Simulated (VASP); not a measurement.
# KI (Fm-3m) in VASP: notebook

KI is run at these levels: PBE; tasks: single point.

Program: VASP 6.6.1. These are calculated values, not measurements. Logs are shortened: lines on timing, memory, paths and dates and some standing lists are left out, and cuts for length are marked.

**What was measured.**

From a printed reference work, monograph, for a bulk crystal of KI: band gap 6.32 eV.

How close the calculation comes is told below.

**1. The cell of the first run**

It takes space group Fm-3m (No. 225, cubic). The conventional cell has a = 7.018 Å, b = 7.018 Å, c = 7.018 Å, α = 90.00°, β = 90.00°, γ = 90.00°. Within 4.6 Å of I (site symmetry m-3m) lie 6 K at 3.51 Å. K (site symmetry m-3m) has 6 I at 3.51 Å within 4.6 Å.

**2. Single point, PBE (volume scaled by 0.98)**

File INCAR:

```
SYSTEM = KI
PREC     = Accurate       ! precision mode
ENCUT    = 520            ! plane-wave cutoff, eV
EDIFF    = 1E-7           ! SCF threshold, eV
ISMEAR   = -1             ! smearing method
SIGMA    = 0.05           ! smearing width, eV
LREAL    = .False.        ! projectors in reciprocal space
LASPH    = .True.         ! aspherical terms in the spheres
NELM     = 80             ! most SCF steps
ALGO     = Normal         ! electronic algorithm
ISIF     = 2              ! what is computed and relaxed
LWAVE    = .False.        ! write WAVECAR
LCHARG   = .False.        ! write CHGCAR
GGA      = PE             ! functional
NBANDS   = 15             ! bands
```

File KPOINTS:

```
regular mesh
0
Gamma
  7 7 7
  0 0 0
```

File POSCAR:

```
KI
1.0
    0.0000000000      3.5090643863      3.5090643863
    3.5090643863      0.0000000000      3.5090643863
    3.5090643863      3.5090643863      0.0000000000
I K
1 1
Direct
    0.5000000000      0.5000000000      0.5000000000
    0.0000000000      0.0000000000      0.0000000000
```

Potentials or basis: VASP PAW PBE potentials, release 64 (I, K_sv).

On the command line:

```
> cat potpaw_PBE.64/I/POTCAR potpaw_PBE.64/K_sv/POTCAR > POTCAR
> mpirun -np 1 vasp_std > vasp.out
```

OUTCAR:

```text
SYSTEM = KI
   PREC = Accurate
   ENCUT = 520
   EDIFF = 1E-7
   ISMEAR = -1
   LREAL = .False.
   LASPH = .True.
   NELM = 80
   ISIF = 2
   GGA = PE

 ion  position               nearest neighbor table
   1  0.500  0.500  0.500-   2 3.51   2 3.51   2 3.51   2 3.51   2 3.51   2 3.51
   2  0.000  0.000  0.000-   1 3.51   1 3.51   1 3.51   1 3.51   1 3.51   1 3.51

  LATTYP: Found a face centered cubic cell.
 ALAT       =     7.0181287726

  Lattice vectors:

 A1 = (   0.0000000000,   3.5090643863,   3.5090643863)
 A2 = (   3.5090643863,   0.0000000000,   3.5090643863)
 A3 = (   3.5090643863,   3.5090643863,   0.0000000000)

Analysis of symmetry for initial positions (statically):
=====================================================================
 Subroutine PRICEL returns:
 Original cell was already a primitive cell.

 Routine SETGRP: Setting up the symmetry group for a
 face centered cubic supercell.

 Subroutine GETGRP returns: Found 48 space group operations
 (whereof 48 operations were pure point group operations)
 out of a pool of 48 trial point group operations.

The static configuration has the point symmetry O_h .

Analysis of symmetry for dynamics (positions and initial velocities):
=====================================================================
 Subroutine PRICEL returns:
 Original cell was already a primitive cell.

 Routine SETGRP: Setting up the symmetry group for a
 face centered cubic supercell.

 Subroutine GETGRP returns: Found 48 space group operations
 (whereof 48 operations were pure point group operations)
 out of a pool of 48 trial point group operations.

The dynamic configuration has the point symmetry O_h .

 Subroutine INISYM returns: Found 48 space group operations
 (whereof 48 operations are pure point group operations),
 and found     1 'primitive' translations

----------------------------------------------------------------------------------------

                                     Primitive cell

  volume of cell :      86.4180

  direct lattice vectors                    reciprocal lattice vectors
     0.000000000  3.509064386  3.509064386    -0.142488124  0.142488124  0.142488124
     3.509064386  0.000000000  3.509064386     0.142488124 -0.142488124  0.142488124
     3.509064386  3.509064386  0.000000000     0.142488124  0.142488124 -0.142488124

  length of vectors
     4.962566446  4.962566446  4.962566446     0.246796670  0.246796670  0.246796670

  position of ions in fractional coordinates (direct lattice)
[... 83 lines left out ...]
   TEBEG  =    0.0;   TEEND  =   0.0 temperature during run
   PSTRESS=    0.0 pullay stress
   NELECT =      16.0000    total number of electrons
   NUPDOWN=      -1.0000    fix difference up-down
   EMIN   =  10.00;   EMAX   =-10.00  energy-range for DOS
   EFERMI =   0.00;   METHOD = LEGACY
   ISMEAR =    -1;   SIGMA  =   0.05  broadening in eV -4-tet -1-fermi 0-gaus
   EFERMI_NEDOS =   21; number of points for ismear=-14 and -15
   IALGO  =     38    algorithm
   IMIX   =      4    mixing-type and parameters
     AMIX     =   0.40;   BMIX     =  1.00
     AMIX_MAG =   1.60;   BMIX_MAG =  1.00
  volume/ion in A,a.u.               =      43.21       291.59
  Fermi-wavevector in a.u.,A,eV,Ry     =   0.933068  1.763244 11.845459  0.870617
  Thomas-Fermi vector in A             =   2.059732
   LORBIT       =      0    0 simple, 1 ext, 2 COOP (PROOUT), +10 PAW based schemes
   GGA     = PE    functional components
   LHFCALC =     F    Hartree Fock is set to
   AEXX    =    0.0000 exact exchange contribution
   IVDW    =     0    specifies the selected vdW correction
   LEPSILON=     F    determine dielectric tensor
   LRPA    =     F    only Hartree local field effects (RPA)
 non-spin polarized calculation
  energy-cutoff  :      520.00
  volume of cell :       86.42
 maximum number of plane-waves:      2341
 NGX is ok and might be reduce to    40
   NGX = 19   NGY = 19   NGZ = 19

 number of electron      15.9999999 magnetization

 Free energy of the ion-electron system (eV)
  ---------------------------------------------------
  ext. energy  EPLUGINS =         0.00000000
  ---------------------------------------------------
  free energy    TOTEN  =        -5.54797796 eV

  energy without entropy =       -5.54797796  energy(sigma->0) =       -5.54797796

 E-fermi :   0.8385     XC(G=0):  -7.2570

 val. band max:       -0.3091914787   @ k =   0.0000   0.0000   0.0000
 cond. band min:       3.7013886641   @ k =   0.0000   0.0000   0.0000
 fundamental gap:      4.0105801427
 Fermi energy:         0.8384506093

 k-point     1 :       0.0000    0.0000    0.0000
  band No.  band energies     occupation
      1     -28.7763      2.00000
      2     -12.2665      2.00000
      3     -12.2665      2.00000
      4     -12.2665      2.00000
      5     -10.8421      2.00000
      6      -0.3092      2.00000
      7      -0.3092      2.00000
      8      -0.3092      2.00000
      9       3.7014      0.00000
     10       6.1786      0.00000
     11       6.1786      0.00000
     12       6.1786      0.00000
     13       6.9095      0.00000
     14       6.9095      0.00000
[... 329 lines left out ...]
      2     -12.3383      2.00000
      3     -12.3033      2.00000
      4     -12.2875      2.00000
      5     -10.6179      2.00000
      6      -1.1308      2.00000
      7      -1.1072      2.00000
      8      -0.8087      2.00000
      9       5.7850      0.00000
     10       6.4965      0.00000
     11       6.5849      0.00000
     12       7.9701      0.00000
     13       8.5063      0.00000
     14       9.0507      0.00000
     15       9.8808      0.00000

------------------------ aborting loop because EDIFF is reached ----------------------------------------

  FORCE on cell =-STRESS in cart. coord.  units (eV):
  Direction    XX          YY          ZZ          XY          YZ          ZX
  --------------------------------------------------------------------------------------
  -------------------------------------------------------------------------------------
  Total        0.4835695      0.4835695      0.4835695      0.0000000      0.0000000      0.0000000
  in kB        8.9653128      8.9653128      8.9653128      0.0000000      0.0000000      0.0000000
  external PRESSURE =       8.9653128 kB  Pullay stress =       0.0000000 kB

 VOLUME and BASIS-vectors are now :
 -----------------------------------------------------------------------------
  energy-cutoff  :      520.00
  volume of cell :       86.42
      direct lattice vectors                 reciprocal lattice vectors
     0.000000000  3.509064386  3.509064386    -0.142488124  0.142488124  0.142488124
     3.509064386  0.000000000  3.509064386     0.142488124 -0.142488124  0.142488124
     3.509064386  3.509064386  0.000000000     0.142488124  0.142488124 -0.142488124

 POSITION                                       TOTAL-FORCE (eV/Angst)
 -----------------------------------------------------------------------------------
      3.50906      3.50906      3.50906        -0.000000     -0.000000     -0.000000
      0.00000      0.00000      0.00000         0.000000      0.000000      0.000000
 -----------------------------------------------------------------------------------
    total drift:                                0.000000     -0.000000     -0.000000

  FREE ENERGIE OF THE ION-ELECTRON SYSTEM (eV)
  ---------------------------------------------------
  free  energy   TOTEN  =        -5.5479779642 eV

  energy  without entropy=       -5.5479779642  energy(sigma->0) =       -5.54797796
```

OSZICAR:

```text
N       E                     dE             d eps       ncg     rms          rms(c)
DAV:   1     0.893981793443E+02    0.89398E+02   -0.65101E+03   600   0.909E+02
DAV:   2    -0.168491453941E+00   -0.89567E+02   -0.84242E+02   797   0.213E+02
DAV:   3    -0.541263345803E+01   -0.52441E+01   -0.52251E+01   805   0.445E+01
DAV:   4    -0.562410558161E+01   -0.21147E+00   -0.21143E+00   977   0.807E+00
DAV:   5    -0.562547836792E+01   -0.13728E-02   -0.13728E-02   811   0.704E-01    0.318E+00
DAV:   6    -0.554580304531E+01    0.79675E-01   -0.91359E-02   782   0.177E+00    0.226E+00
DAV:   7    -0.554259182250E+01    0.32112E-02   -0.11241E-01   796   0.171E+00    0.786E-01
DAV:   8    -0.554737777486E+01   -0.47860E-02   -0.12154E-02   635   0.721E-01    0.134E-01
DAV:   9    -0.554781117162E+01   -0.43340E-03   -0.84981E-04   831   0.174E-01    0.738E-02
DAV:  10    -0.554793395265E+01   -0.12278E-03   -0.11764E-04   711   0.600E-02    0.202E-02
DAV:  11    -0.554797798385E+01   -0.44031E-04   -0.59164E-05   684   0.445E-02    0.199E-02
DAV:  12    -0.554797764513E+01    0.33872E-06   -0.28593E-06   838   0.133E-02    0.942E-03
DAV:  13    -0.554797780232E+01   -0.15720E-06   -0.47764E-07   698   0.360E-03    0.335E-03
DAV:  14    -0.554797804360E+01   -0.24128E-06   -0.20449E-07   810   0.227E-03    0.825E-04
DAV:  15    -0.554797793437E+01    0.10923E-06   -0.19347E-08   552   0.103E-03    0.823E-04
DAV:  16    -0.554797796423E+01   -0.29865E-07   -0.31698E-09   405   0.383E-04
   1 F= -.55479780E+01 E0= -.55479780E+01  d E =-.861007E-11
```

stdout:

```text
POSCAR found type information on POSCAR I K
 POSCAR found :  2 types and       2 ions
 scaLAPACK will be used
 LDA part: xc-table for (Slater+PW92), standard interpolation
 POSCAR, INCAR and KPOINTS ok, starting setup
 FFT: planning ... GRIDC
 FFT: planning ... GRID_SOFT
 FFT: planning ... GRID
 WAVECAR not read
 entering main loop
```

Run time: 75 s. Hardware: 1 thread of AMD EPYC 7R13, shared host; peak memory 0.21 GiB.

What came out:

```
Free energy            : -5.5480 eV
Pressure               : 0.9 GPa
Band gap on the k mesh : 4.01 eV, direct
```

Caveat: the cell differs from its parent crystal (volume scaled by 0.98); spin-orbit coupling is left out, which moves the levels of the heavy elements. A k mesh can miss the band edges.

**3. Single point, PBE (volume scaled by 1.02)**

File INCAR:

```
PREC = Accurate ; ENCUT = 520
EDIFF = 1E-7 ; ISMEAR = -1
SIGMA = 0.05 ; LREAL = F
LASPH = T ; NELM = 80
ALGO = Normal ; ISIF = 2
LWAVE = F ; LCHARG = T
GGA = PE ; LELF = T
LVHAR = T ; NBANDS = 15
```

File KPOINTS:

```
regular mesh
0
Gamma
  7 7 7
```

File POSCAR:

```
KI
1.0
    0.0000000000      3.5561715428      3.5561715428
    3.5561715428      0.0000000000      3.5561715428
    3.5561715428      3.5561715428      0.0000000000
I K
1 1
Direct
    0.5000000000      0.5000000000      0.5000000000
    0.0000000000      0.0000000000      0.0000000000
```

Potentials or basis: VASP PAW PBE potentials, release 64 (I, K_sv).

On the command line:

```
> cat potpaw_PBE.64/I/POTCAR potpaw_PBE.64/K_sv/POTCAR > POTCAR
> mpirun -np 1 vasp_std > vasp.out
```

OUTCAR:

```text
PREC = Accurate
   ENCUT = 520
   EDIFF = 1E-7
   ISMEAR = -1
   LREAL = F
   LASPH = T
   NELM = 80
   ISIF = 2
   GGA = PE

 ion  position               nearest neighbor table
   1  0.500  0.500  0.500-   2 3.56   2 3.56   2 3.56   2 3.56   2 3.56   2 3.56
   2  0.000  0.000  0.000-   1 3.56   1 3.56   1 3.56   1 3.56   1 3.56   1 3.56

  LATTYP: Found a face centered cubic cell.
 ALAT       =     7.1123430856

  Lattice vectors:

 A1 = (   0.0000000000,   3.5561715428,   3.5561715428)
[... 538 lines left out ...]

------------------------ aborting loop because EDIFF is reached ----------------------------------------

  FORCE on cell =-STRESS in cart. coord.  units (eV):
  Direction    XX          YY          ZZ          XY          YZ          ZX
  --------------------------------------------------------------------------------------
  -------------------------------------------------------------------------------------
  Total        0.1999496      0.1999496      0.1999496      0.0000000      0.0000000      0.0000000
  in kB        3.5616638      3.5616638      3.5616638      0.0000000      0.0000000      0.0000000
  external PRESSURE =       3.5616638 kB  Pullay stress =       0.0000000 kB

 VOLUME and BASIS-vectors are now :
 -----------------------------------------------------------------------------
  energy-cutoff  :      520.00
  volume of cell :       89.95
      direct lattice vectors                 reciprocal lattice vectors
     0.000000000  3.556171543  3.556171543    -0.140600641  0.140600641  0.140600641
     3.556171543  0.000000000  3.556171543     0.140600641 -0.140600641  0.140600641
     3.556171543  3.556171543  0.000000000     0.140600641  0.140600641 -0.140600641

 POSITION                                       TOTAL-FORCE (eV/Angst)
 -----------------------------------------------------------------------------------
      3.55617      3.55617      3.55617        -0.000000     -0.000000     -0.000000
      0.00000      0.00000      0.00000         0.000000      0.000000      0.000000
 -----------------------------------------------------------------------------------
    total drift:                                0.000000     -0.000000     -0.000000

  FREE ENERGIE OF THE ION-ELECTRON SYSTEM (eV)
  ---------------------------------------------------
  free  energy   TOTEN  =        -5.5618601003 eV

  energy  without entropy=       -5.5618601002  energy(sigma->0) =       -5.56186010
```

Wall time 76 s (1 thread of AMD EPYC 7R13, shared host); peak memory 0.22 GiB.

What came out:

```
Free energy            : -5.5619 eV
Pressure               : 0.4 GPa
Band gap on the k mesh : 3.92 eV, direct
```

Caveat: the cell differs from its parent crystal (volume scaled by 1.02); spin-orbit coupling is left out, which moves the levels of the heavy elements.

**4. Single point, PBE (volume scaled by 1.04)**

File INCAR:

```
PREC = Accurate
ENCUT = 520
EDIFF = 1E-7
ISMEAR = -1
SIGMA = 0.05
LREAL = F
LASPH = T
NELM = 60
ALGO = Normal
ISIF = 2
LWAVE = F
LCHARG = F
GGA = PE
NBANDS = 15
```

KPOINTS is that of step 3.

File POSCAR:

```
KI
1.0
    0.0000000000      3.5792642128      3.5792642128
    3.5792642128      0.0000000000      3.5792642128
    3.5792642128      3.5792642128      0.0000000000
I K
1 1
Direct
    0.5000000000      0.5000000000      0.5000000000
    0.0000000000      0.0000000000      0.0000000000
```

On the command line:

```
> cat potpaw_PBE.64/I/POTCAR potpaw_PBE.64/K_sv/POTCAR > POTCAR
> mpirun -np 1 vasp_std > vasp.out
```

Wall time 69 s (1 thread of AMD EPYC 7R13, shared host); peak memory 0.21 GiB.

Results (log left out):

```yaml
Free_energy: -5.5647 eV
Pressure: 0.1 GPa
Band_gap_on_the_k_mesh: 3.87 eV, direct
```

Levels at points of the mesh, in eV from the valence-band top:
| k point | band 6 | band 7 | band 8 | band 9 | band 10 | band 11 |
| --- | --- | --- | --- | --- | --- | --- |
| (0.00, 0.00, 0.00) | 0.00 | 0.00 | 0.00 | 3.87 | 6.51 | 6.51 |

Caveat: the cell differs from its parent crystal (volume scaled by 1.04); spin-orbit coupling is left out, which moves the levels of the heavy elements.

**5. Single point, PBE**

This run uses another cell than the first one, of 44.09 Å³/atom, 1.020 times its volume.

File INCAR:

```
  ALGO = Normal
  EDIFF = 1E-6
  ENCUT = 520
  GGA = PE
  ISIF = 2
  ISMEAR = -1
  LASPH = T
  LCHARG = F
  LREAL = F
  LWAVE = F
  NBANDS = 15
  NELM = 60
  PREC = Accurate
  SIGMA = 0.05
```

File KPOINTS:

```
k-points
0
Gamma
  6 6 6
```

File POSCAR:

```
KI
1.0
    0.0000000000      3.5327750000      3.5327750000
    3.5327750000      0.0000000000      3.5327750000
    3.5327750000      3.5327750000      0.0000000000
I K
1 1
Direct
    0.5000000000      0.5000000000      0.5000000000
    0.0000000000      0.0000000000      0.0000000000
```

On the command line:

```
> cat potpaw_PBE.64/I/POTCAR potpaw_PBE.64/K_sv/POTCAR > POTCAR
> mpirun -np 1 vasp_std > vasp.out
```

It took 40 s on 1 thread of Intel Xeon 8259CL, shared host; peak memory 0.24 GiB.

The run converged. Its results:

```
Free energy            : -5.5564 eV
Pressure               : 0.6 GPa
Band gap on the k mesh : 3.96 eV, direct
```

Levels at points of the mesh, in eV from the valence-band top:
```csv
k point,band 5,band 6,band 7,band 8,band 9,band 10,band 11,band 12
"(0.00, 0.00, 0.00)",-10.50,0.00,0.00,0.00,3.96,6.50,6.50,6.50
"(0.50, 0.00, 0.00)",-10.22,-1.32,-0.34,-0.34,5.52,7.71,8.14,8.14
"(0.50, 0.50, 0.00)",-10.36,-1.00,-0.37,-0.37,4.93,5.77,8.10,8.71
```

Caveat: spin-orbit coupling is left out, which moves the levels of the heavy elements.

**6. Overview**

| cell | k mesh | gap on the mesh (eV) | pressure (GPa) |
| --- | --- | --- | --- |
| a = 4.963 Å, angles 60.0°, 2 atoms | 7 × 7 × 7 | 4.01 | 0.9 |
| a = 5.029 Å, angles 60.0°, 2 atoms | 7 × 7 × 7 | 3.92 | 0.4 |
| a = 5.062 Å, angles 60.0°, 2 atoms | 7 × 7 × 7 | 3.87 | 0.1 |
| a = 4.996 Å, angles 60.0°, 2 atoms | 6 × 6 × 6 | 3.96 | 0.6 |

Alike in all rows: task single point; level PBE; potentials or basis VASP PAW PBE potentials, release 64 (I, K_sv); no spin polarisation; cutoff (eV) 520; smearing fermi-dirac 0.05 eV.

Caveats: spin-orbit coupling is left out, which moves the levels of the heavy elements.

Total energies depend on the potentials used, so only differences within one code and one set of settings carry meaning.

**7. How close it comes**

Step 5. A measured gap of KI is 6.32 eV (a printed reference work, monograph); the calculated 3.96 eV misses it by -2.36 eV. Spin-orbit coupling on I is left out. The value is that of PBE, without temperature or zero-point motion. Semilocal functionals fall short of measured gaps as a rule.
